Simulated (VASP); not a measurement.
# O2 in VASP: a series of runs

The runs below take O2 through relaxation of the atoms, single point, with PBE+D3(BJ), PBE, RPBE.

Everything below comes from runs of VASP 6.6.1. Logs are shortened: lines on timing, memory, paths and dates and some standing lists are left out, and cuts for length are marked.

### 1 The molecule as given

The cell holds a molecule in a box, 2 atoms: a = 11.626 Å, b = 12.126 Å, c = 12.626 Å, α = 90.00°, β = 90.00°, γ = 90.00°.

### 2 Relaxation of the atoms, PBE+D3(BJ), collinear spin, ferromagnetic start

INCAR reads:

```
  ALGO = Normal
  EDIFF = 1E-6
  EDIFFG = -0.03
  ENCUT = 400
  GGA = PE
  IBRION = 2
  ISIF = 2
  ISMEAR = 0
  ISPIN = 2
  ISYM = 0
  IVDW = 12
  LASPH = True
  LCHARG = False
  LORBIT = 11
  LREAL = False
  LWAVE = False
  MAGMOM = 1.1 1.1
  NELM = 100
  NSW = 120
  NUPDOWN = 2
  PREC = Accurate
  SIGMA = 0.01
```

KPOINTS reads:

```
k-points
0
Gamma
  1 1 1
```

POSCAR reads:

```
O
1.0
   11.6260970939      0.0000000000      0.0000000000
    0.0000000000     12.1260970939      0.0000000000
    0.0000000000      0.0000000000     12.6260970939
O
2
Selective dynamics
Direct
    0.5484297131      0.5219067480      0.5038687911  F F F
    0.4515702869      0.4863399285      0.4961312089  T T T
```

Potentials or basis: VASP PAW PBE potentials, release 64 (O).

The run is started by

```
$ cat potpaw_PBE.64/O/POTCAR > POTCAR
$ mpirun -np 1 vasp_gam > vasp.out
```

OUTCAR:

```text
EDIFF = 1E-6
   EDIFFG = -0.03
   ENCUT = 400
   GGA = PE
   IBRION = 2
   ISIF = 2
   ISMEAR = 0
   ISPIN = 2
   ISYM = 0
   IVDW = 12
   LASPH = True
   LORBIT = 11
   LREAL = False
   NELM = 100
   NSW = 120
   NUPDOWN = 2
   PREC = Accurate
 IVDW          = 12

 ion  position               nearest neighbor table
   1  0.548  0.522  0.504-   2 1.21
   2  0.452  0.486  0.496-   1 1.21

IMPORTANT INFORMATION: All symmetrisations will be switched off!
NOSYMM: (Re-)initialisation of all symmetry stuff for point group C_1.

----------------------------------------------------------------------------------------

                                     Primitive cell

  volume of cell :    1780.0168

  direct lattice vectors                    reciprocal lattice vectors
    11.626097094  0.000000000  0.000000000     0.086013388  0.000000000  0.000000000
     0.000000000 12.126097094  0.000000000     0.000000000  0.082466765  0.000000000
     0.000000000  0.000000000 12.626097094     0.000000000  0.000000000  0.079201038

  length of vectors
    11.626097094 12.126097094 12.626097094     0.086013388  0.082466765  0.079201038

  position of ions in fractional coordinates (direct lattice)
     0.548429713  0.521906748  0.503868791
     0.451570287  0.486339929  0.496131209

  ion indices of the primitive-cell ions
   primitive index   ion index
                 1           1
                 2           2

----------------------------------------------------------------------------------------

 KPOINTS: k-points

Automatic generation of k-mesh.
 Grid dimensions read from file:
 generate k-points for:    1    1    1

 Generating k-lattice:

  Cartesian coordinates                     Fractional coordinates (reciprocal lattice)
     0.086013388  0.000000000  0.000000000     1.000000000  0.000000000  0.000000000
     0.000000000  0.082466765  0.000000000     0.000000000  1.000000000  0.000000000
     0.000000000  0.000000000  0.079201038     0.000000000  0.000000000  1.000000000

  Length of vectors
     0.086013388  0.082466765  0.079201038

  Shift w.r.t. Gamma in fractional coordinates (k-lattice)
     0.000000000  0.000000000  0.000000000

 Subroutine IBZKPT returns following result:
 ===========================================

 Found      1 irreducible k-points:

 Following reciprocal coordinates:
            Coordinates               Weight
  0.000000  0.000000  0.000000      1.000000
   k-points           NKPTS =      1   k-points in BZ     NKDIM =      1   number of bands    NBANDS=     11
   number of dos      NEDOS =    301   number of ions     NIONS =      2
   total plane-waves  NPLWV = 537600
   dimension x,y,z NGX =    80 NGY =   80 NGZ =   84
   dimension x,y,z NGXF=   160 NGYF=  160 NGZF=  168
   ions per type =               2
   NGX,Y,Z   is equivalent  to a cutoff of  11.44, 10.97, 11.06 a.u.
   NGXF,Y,Z  is equivalent  to a cutoff of  22.88, 21.94, 22.12 a.u.
 SYSTEM =  unknown system
   PREC   = accura    normal or accurate (medium, high low for compatibility)
   ISTART =      0    job   : 0-new  1-cont  2-samecut
   ICHARG =      2    charge: 1-file 2-atom 10-const
   ISPIN  =      2    spin polarized calculation?
   LNONCOLLINEAR =      F non collinear calculations
   LSORBIT =      F    spin-orbit coupling
   LASPH  =      T    aspherical Exc in radial PAW
   ENCUT  =  400.0 eV  29.40 Ry    5.42 a.u.  18.96 19.77 20.59*2*pi/ulx,y,z
   NELM   =    100;   NELMIN=  2; NELMDL= -5     # of ELM steps
   EDIFF  = 0.1E-05   stopping-criterion for ELM
   LREAL  =      F    real-space projection
   EDIFFG = -.3E-01   stopping-criterion for IOM
   NSW    =    120    number of steps for IOM
   IBRION =      2    ionic relax: 0-MD 1-quasi-New 2-CG
   NFREE  =      1    steps in history (QN), initial steepest desc. (CG)
   ISIF   =      2    stress and relaxation
   ISYM   =      0    0-nonsym 1-usesym 2-fastsym
   POTIM  = 0.5000    time-step for ionic-motion
   TEBEG  =    0.0;   TEEND  =   0.0 temperature during run
   PSTRESS=    0.0 pullay stress
   NELECT =      12.0000    total number of electrons
   NUPDOWN=       2.0000    fix difference up-down
   EMIN   =  10.00;   EMAX   =-10.00  energy-range for DOS
   EFERMI =   0.00;   METHOD = LEGACY
   ISMEAR =     0;   SIGMA  =   0.01  broadening in eV -4-tet -1-fermi 0-gaus
   EFERMI_NEDOS =   21; number of points for ismear=-14 and -15
   IALGO  =     38    algorithm
   IMIX   =      4    mixing-type and parameters
     AMIX     =   0.40;   BMIX     =  1.00
     AMIX_MAG =   1.60;   BMIX_MAG =  1.00
  volume/ion in A,a.u.               =     890.01      6006.07
  Fermi-wavevector in a.u.,A,eV,Ry     =   0.309262  0.584421  1.301306  0.095643
  Thomas-Fermi vector in A             =   1.185817
   LORBIT       =     11    0 simple, 1 ext, 2 COOP (PROOUT), +10 PAW based schemes
   GGA     = PE    functional components
   LHFCALC =     F    Hartree Fock is set to
   AEXX    =    0.0000 exact exchange contribution
   IVDW    =    12    specifies the selected vdW correction
   LEPSILON=     F    determine dielectric tensor
   LRPA    =     F    only Hartree local field effects (RPA)
 conjugate gradient relaxation of ions
 spin polarized calculation
 Gauss-broadening in eV      SIGMA  =   0.01
  energy-cutoff  :      400.00
  volume of cell :     1780.02
 maximum number of plane-waves:     16200
 NGX is ok and might be reduce to    80
   NGX = 37   NGY = 39   NGZ = 41

--------------------------------------- Ionic step        1  -------------------------------------------

 number of electron      12.0000004 magnetization       1.9999839

 Free energy of the ion-electron system (eV)
  ---------------------------------------------------
  ext. energy  EPLUGINS =         0.00000000
  ---------------------------------------------------
  free energy    TOTEN  =        -9.85843744 eV

  energy without entropy =       -9.85843744  energy(sigma->0) =       -9.85843744

------------------------ aborting loop because EDIFF is reached ----------------------------------------

 Edisp (eV)   -0.00731

 E8    (eV) :    -0.0021

  FORCE on cell =-STRESS in cart. coord.  units (eV):
  Direction    XX          YY          ZZ          XY          YZ          ZX
  --------------------------------------------------------------------------------------
  -------------------------------------------------------------------------------------
  Total       0.72919    -1.24776    -1.56141     0.89831     0.07786     0.20165
  in kB       0.65634    -1.12310    -1.40541     0.80856     0.07008     0.18150
  external pressure =       -0.62 kB  Pullay stress =        0.00 kB

 VOLUME and BASIS-vectors are now :
 -----------------------------------------------------------------------------
  energy-cutoff  :      400.00
  volume of cell :     1780.02
      direct lattice vectors                 reciprocal lattice vectors
    11.626097094  0.000000000  0.000000000     0.086013388  0.000000000  0.000000000
     0.000000000 12.126097094  0.000000000     0.000000000  0.082466765  0.000000000
     0.000000000  0.000000000 12.626097094     0.000000000  0.000000000  0.079201038
[... 41 lines left out ...]
 POSITION                                       TOTAL-FORCE (eV/Angst)
 -----------------------------------------------------------------------------------
      6.37610      6.32869      6.36190        -3.617451     -1.387030     -0.313896
      5.16266      5.86402      6.25666         3.617451      1.387030      0.313896
 -----------------------------------------------------------------------------------
    total drift:                                0.000172      0.000314      0.000175

  FREE ENERGIE OF THE ION-ELECTRON SYSTEM (eV)
  ---------------------------------------------------
  free  energy   TOTEN  =        -9.7432483537 eV

  energy  without entropy=       -9.7432483537  energy(sigma->0) =       -9.74324835

--------------------------------------- Ionic step        3  -------------------------------------------

 number of electron      12.0000004 magnetization       2.0000003

 Free energy of the ion-electron system (eV)
  ---------------------------------------------------
  ext. energy  EPLUGINS =         0.00000000
  ---------------------------------------------------
  free energy    TOTEN  =        -9.88172531 eV

  energy without entropy =       -9.88172531  energy(sigma->0) =       -9.88172531

 E-fermi : -11.2991     XC(G=0):  -0.3525

 val. band max:       -6.9718139036   @ k =   0.0000   0.0000   0.0000
 cond. band min:      -4.6789799926   @ k =   0.0000   0.0000   0.0000
 fundamental gap:      2.2928339110
 Fermi energy:        -6.9061911999

 spin component 1

 k-point     1 :       0.0000    0.0000    0.0000
  band No.  band energies     occupation
      1     -32.4846      1.00000
      2     -20.6635      1.00000
      3     -13.3909      1.00000
      4     -13.2743      1.00000
      5     -13.2740      1.00000
      6      -6.9722      1.00000
      7      -6.9718      1.00000
      8      -0.2733      0.00000
      9       0.5790      0.00000
     10       0.6224      0.00000
     11       0.7052      0.00000
 Fermi energy:       -11.2991439176

 spin component 2

 k-point     1 :       0.0000    0.0000    0.0000
  band No.  band energies     occupation
      1     -31.2679      1.00000
      2     -18.8662      1.00000
      3     -12.4945      1.00000
      4     -11.4157      1.00000
      5     -11.4154      1.00000
      6      -4.6790      0.00000
      7      -4.6786      0.00000
      8      -0.1741      0.00000
      9       0.7136      0.00000
     10       0.7721      0.00000
     11       0.7953      0.00000

------------------------ aborting loop because EDIFF is reached ----------------------------------------

 Edisp (eV)   -0.00731

 E8    (eV) :    -0.0021

  FORCE on cell =-STRESS in cart. coord.  units (eV):
  Direction    XX          YY          ZZ          XY          YZ          ZX
  --------------------------------------------------------------------------------------
  -------------------------------------------------------------------------------------
  Total      -1.29636    -1.54673    -1.57811     0.12248     0.01051     0.02601
  in kB      -1.16684    -1.39220    -1.42044     0.11024     0.00946     0.02341
  external pressure =       -1.33 kB  Pullay stress =        0.00 kB
[... 10 lines left out ...]
 POSITION                                       TOTAL-FORCE (eV/Angst)
 -----------------------------------------------------------------------------------
      6.37610      6.32869      6.36190        -0.018084     -0.008424     -0.002324
      5.22675      5.88852      6.26219         0.018084      0.008424      0.002324
 -----------------------------------------------------------------------------------
    total drift:                                0.000082     -0.000379      0.000274

  FREE ENERGIE OF THE ION-ELECTRON SYSTEM (eV)
  ---------------------------------------------------
  free  energy   TOTEN  =        -9.8890368461 eV

  energy  without entropy=       -9.8890368461  energy(sigma->0) =       -9.88903685

 reached required accuracy - stopping structural energy minimisation

 total charge

# of ion       s       p       d       tot
------------------------------------------
    1        1.637   3.286   0.000   4.923
    2        1.637   3.286   0.000   4.923
--------------------------------------------------
tot          3.275   6.572   0.000   9.846

 magnetization (x)

# of ion       s       p       d       tot
------------------------------------------
    1        0.010   0.805   0.000   0.815
    2        0.010   0.805   0.000   0.815
--------------------------------------------------
tot          0.020   1.610   0.000   1.631
```

Wall time 6.9 min (1 thread of Intel Xeon Platinum 8488C (Sapphire Rapids), shared host); peak memory 1.3 GiB.

What came out:

```yaml
Free_energy: -9.8890 eV
Energy_gained_by_relaxing: 11.6 meV/atom
Ionic_steps: 3
Net_moment: 2.00 μB per cell
Site_moments: O +0.81 μB
Valence_electrons_inside_the_program's_atomic_spheres: O 4.92
Dispersion_energy_per_atom: -0.004 eV
```

Step by step:
```tsv
step	energy change (eV)	largest force (eV/Å)	pressure (GPa)
1	0.0000	1.9446	-0.06
2	0.1225	3.8869	-0.28
3	-0.0233	0.0201	-0.13
```

Final structure:
```xyz
2
Lattice="11.6261 0.0000 0.0000 0.0000 12.1261 0.0000 0.0000 0.0000 12.6261" Properties=species:S:1:pos:R:3 pbc="T T T"
O     6.3761    6.3287    6.3619
O     5.2267    5.8885    6.2622
```

Caveat: the cutoff is under 1.25 times the usual one of these potentials, so pressure, stress and relaxed cells hold a basis-set (Pulay) error; the standard files for N, O and F lose accuracy on very short bonds; the total moment is fixed, so each spin has its own Fermi level.

### 3 Single point, PBE, collinear spin, ferromagnetic start

INCAR reads:

```
SYSTEM = O
  PREC = Accurate
  ENCUT = 400
  EDIFF = 1E-6
  ISMEAR = 0
  SIGMA = 0.01
  LREAL = .FALSE.
  LASPH = .TRUE.
  NELM = 100
  ALGO = Normal
  ISIF = 2
  LWAVE = .FALSE.
  LCHARG = .FALSE.
  ISPIN = 2
  MAGMOM = 1.1 1.1
  LORBIT = 11
  NUPDOWN = 2
  GGA = PE
  NBANDS = 17
  ISYM = 0
```

KPOINTS reads:

```
regular mesh
0
G
  1 1 1
  0 0 0
```

POSCAR reads:

```
O                                       
1.0
   11.6260970939      0.0000000000      0.0000000000
    0.0000000000     12.1260970939      0.0000000000
    0.0000000000      0.0000000000     12.6260970939
  O             
     2
Selective dynamics
Direct
     0.5484297130999991    0.5219067479999993    0.5038687910999968   F   F   F
     0.4495703841828906    0.4856070570841007    0.4959722952632643   T   T   T
```

Potentials or basis: VASP PAW PBE potentials, release 64 (O).

The run is started by

```
$ cat potpaw_PBE.64/O/POTCAR > POTCAR
$ mpirun -np 1 vasp_gam > vasp.out
```

It took 3.5 min on 1 thread of Intel Xeon Platinum 8488C (Sapphire Rapids), shared host; peak memory 1.2 GiB.

Results (log left out):

| Property | Result |
| --- | --- |
| Free energy | -9.8817 eV |
| Largest force | 0.020 eV/Å |
| Net moment | 2.00 μB per cell |
| Site moments | O +0.81 μB |
| Valence electrons inside the program's atomic spheres | O 4.92 |

Forces in eV/Å, atoms in the order of the input:
```
O   -0.018 -0.008 -0.002
O    0.018  0.008  0.002
```

Caveat: the cutoff is under 1.25 times the usual one of these potentials, so pressure, stress and relaxed cells hold a basis-set (Pulay) error; the standard files for N, O and F lose accuracy on very short bonds; the total moment is fixed, so each spin has its own Fermi level.

### 4 Single point, RPBE, collinear spin, ferromagnetic start

Edit INCAR of step 3 so:

```diff
@@ -17,3 +17,3 @@
   NUPDOWN = 2
-  GGA = PE
+  GGA = RP
   NBANDS = 17
```

KPOINTS is that of step 3.

POSCAR is that of step 3.

The run is started by

```
$ cat potpaw_PBE.64/O/POTCAR > POTCAR
$ mpirun -np 1 vasp_gam > vasp.out
```

Wall time 3.3 min (1 thread of Intel Xeon Platinum 8488C (Sapphire Rapids), shared host); peak memory 1.2 GiB.

Results (log left out):

| Quantity | Value |
| --- | --- |
| Free energy | -9.6159 eV |
| Largest force | 0.368 eV/Å |
| Net moment | 2.00 μB per cell |
| Site moments | O +0.82 μB |
| Valence electrons inside the program's atomic spheres | O 4.93 |

Forces in eV/Å, atoms in the order of the input:
```
O    0.343  0.130  0.029
O   -0.343 -0.130 -0.029
```

Caveat: the cutoff is under 1.25 times the usual one of these potentials, so pressure, stress and relaxed cells hold a basis-set (Pulay) error; the standard files for N, O and F lose accuracy on very short bonds; the PAW data sets were made with another functional, which shifts forces and pressure a little; the total moment is fixed, so each spin has its own Fermi level.

### 5 The runs side by side

```tsv
task	level	cell	atoms held fixed (from 0)	moment (μB)	largest force (eV/Å)
relaxation of the atoms	PBE+D3(BJ)	atoms relaxed	[0]	2.00	-
single point	PBE	as given	-	2.00	0.02
single point	RPBE	as given	-	2.00	0.37
```

Alike in all rows: potentials or basis VASP PAW PBE potentials, release 64 (O); spin collinear, ferromagnetic start; fixed moment (μB) 2; k mesh 1 × 1 × 1; cutoff (eV) 400; smearing gaussian 0.01 eV.

Caveats: the cutoff is under 1.25 times the usual one of these potentials, so pressure, stress and relaxed cells hold a basis-set (Pulay) error; the standard files for N, O and F lose accuracy on very short bonds; the total moment is fixed, so each spin has its own Fermi level; the PAW data sets were made with another functional, which shifts forces and pressure a little (some runs).

Total energies depend on the potentials used, so only differences within one code and one set of settings carry meaning.
